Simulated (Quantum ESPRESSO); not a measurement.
# Be in Quantum ESPRESSO: the effect of dispersion

Crystal: Be.

```
CELL_PARAMETERS angstrom
2.28530 0.00000 0.00000
-1.14265 1.97913 0.00000
0.00000 0.00000 3.58420
ATOMIC_POSITIONS crystal
Be 0.66667 0.33333 0.75000
Be 0.33333 0.66667 0.25000
```

Alike in all runs:

```yaml
Program: Quantum ESPRESSO 7.5
Task: phonons
Potentials_or_basis: GBRV 1.5 PBE
Cutoff: 612 eV
Density_cutoff: 4898 eV
k_mesh: 13 × 13 × 8
Occupations: cold, width 0.2 eV
Spin: no spin polarisation
```

Each run relaxes the cell or the atoms first.

```tsv
dispersion	functional	relaxed volume (Å³/atom)
none	PBE	7.95
D2	PBE	7.71
D3(BJ) two-body	PBE	7.48
rVV10	rPW86PBE	?
rev-vdW-DF2	rev-vdW-DF2	7.96
```

Q: What does the run with dispersion rVV10 give?

A: Relaxed volume 7.86 Å³/atom.

Caveats: the mesh is thin for the phonons of a metal; before the sum rule the acoustic modes lie tens of cm⁻¹ from zero, a sign that the density grid also shifts the optical modes (some runs); pairwise dispersion overbinds metals, which lowers pressure and volume (some runs); the potentials were made for another functional, which shifts forces and pressure (some runs); the acoustic modes lie far from zero, so the frequencies are unreliable (some runs); some modes are imaginary (some runs).
